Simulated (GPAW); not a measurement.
MgO in GPAW: convergence with k mesh

Input of the first run (k mesh 3 × 3 × 3); the others differ in this setting and in those tied to it:

The input run.py:

```python
from ase.dft.bandgap import bandgap
from ase.io import read, write
from ase.units import GPa
from gpaw import GPAW, PW

atoms = read('MgO.xyz')

calc = GPAW(mode=PW(800),
            xc='RPBE',
            kpts={'size': (3, 3, 3), 'gamma': True},
            occupations={'name': 'fermi-dirac', 'width': 0.05},
            nbands=16,
            convergence={'density': 1e-05, 'energy': 1e-05},
            maxiter=100,
            txt='gpaw.txt')
atoms.calc = calc
energy = atoms.get_potential_energy()
forces = atoms.get_forces()
stress = atoms.get_stress()
calc.write('gs.gpw')
write('result.traj', atoms)
print(f'Energy: {energy:.6f} eV')
print('Forces (eV/A):')
print(forces.round(4))
print('Stress (GPa):', (stress / GPa).round(3))
print('Fermi level:', round(calc.get_fermi_level(), 4), 'eV')
print(f'Gap: {bandgap(calc)[0]:.4f} eV, direct: {bandgap(calc, direct=True)[0]:.4f} eV')
```

Contents of MgO.xyz:

```xyz
2
Lattice="0.0000000000 2.0970013927 2.0970013927 2.0970013927 0.0000000000 2.0970013927 2.0970013927 2.0970013927 0.0000000000" Properties=species:S:1:pos:R:3 pbc="T T T"
Mg     0.0000000000      0.0000000000      0.0000000000
O      2.0970013927      2.0970013927      2.0970013927
```

Potentials or basis: the program's PAW data sets (release 1.2.1) made for this functional, pw.

Command:

```sh
$ OMP_NUM_THREADS=1 python run.py
```

The cell is a database's computed one.

Hardware: 1 thread of Arm Neoverse V2 (shared host).

Q: The values tried are 3 × 3 × 3, 4 × 4 × 4, 5 × 5 × 5, 6 × 6 × 6, 7 × 7 × 7, 8 × 8 × 8, 10 × 10 × 10, 12 × 12 × 12, 15 × 15 × 15, loosest first. From which on does the gap on the mesh stay within 0.01 eV of the tightest run that finished?

A: From 4 × 4 × 4 on.

| k mesh | energy less the tightest run, at zero smearing (meV/atom) | pressure (GPa) | gap on the mesh (eV) | SCF cycles | CPU time (s) | peak memory (GiB) |
| --- | --- | --- | --- | --- | --- | --- |
| 3 × 3 × 3 | 44.36 | 12.65 | 4.969 | 10 | 2.5 | 0.13 |
| 4 × 4 × 4 | 6.03 | 12.19 | 4.998 | 10 | 3.2 | 0.13 |
| 5 × 5 × 5 | 1.00 | 12.14 | 5.003 | 10 | 3.6 | 0.13 |
| 6 × 6 × 6 | 0.20 | 12.14 | 5.004 | 10 | 4.7 | 0.14 |
| 7 × 7 × 7 | 0.03 | 12.14 | 5.004 | 10 | 5.5 | 0.14 |
| 8 × 8 × 8 | 0.00 | 12.14 | 5.004 | 10 | 7.1 | 0.14 |
| 10 × 10 × 10 | 0.00 | 12.14 | 5.004 | 10 | 10 | 0.15 |
| 12 × 12 × 12 | 0.00 | 12.14 | 5.004 | 10 | 15 | 0.16 |
| 15 × 15 × 15 | 0.00 | 12.14 | 5.004 | 10 | 23 | 0.18 |

Against the tightest run, the energy stays within 1 meV/atom from 6 × 6 × 6 on; the pressure stays within 0.1 GPa from 4 × 4 × 4 on. Meshes of other sizes hit other points, so gaps and Fermi surfaces needn't settle smoothly. The tightest run that finished is the yardstick and may itself not be fully converged.

Caveat, for the tightest run too: an odd mesh through Γ misses points on the zone boundary, where band edges often lie.
